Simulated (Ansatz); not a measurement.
Crystal: SiC (Moissanite).

```
CELL_PARAMETERS angstrom
3.07600 0.00000 0.00000
-1.53800 2.66389 0.00000
0.00000 0.00000 5.04800
ATOMIC_POSITIONS crystal
Si 0.66667 0.33333 0.50000
Si 0.33333 0.66667 0.00000
C 0.66667 0.33333 0.88500
C 0.33333 0.66667 0.38500
```

Program: Ansatz 0.2.0. Alike in all runs: potentials or basis Ansatz PAW; no spin polarisation; cell as given; k mesh 10 × 10 × 5; cutoff (eV) 420. Hardware: 2 threads of Intel(R) Xeon(R) Processor @ 2.50GHz (Skylake/Cascade Lake), on a shared host.

Q: Order these runs on this cell by their wall time, lowest first.
A. task Born charges and dielectric tensor; level PBEsol; smearing fixed
B. task single point; level LDA; smearing gaussian 0.05 eV
C. task band structure; level LDA; smearing fermi-dirac 0.05 eV; points for each segment of the path 14

A: B (2.4 s), C (6.9 s), A (64 s).

Runs at the PBE level aren't shown here.
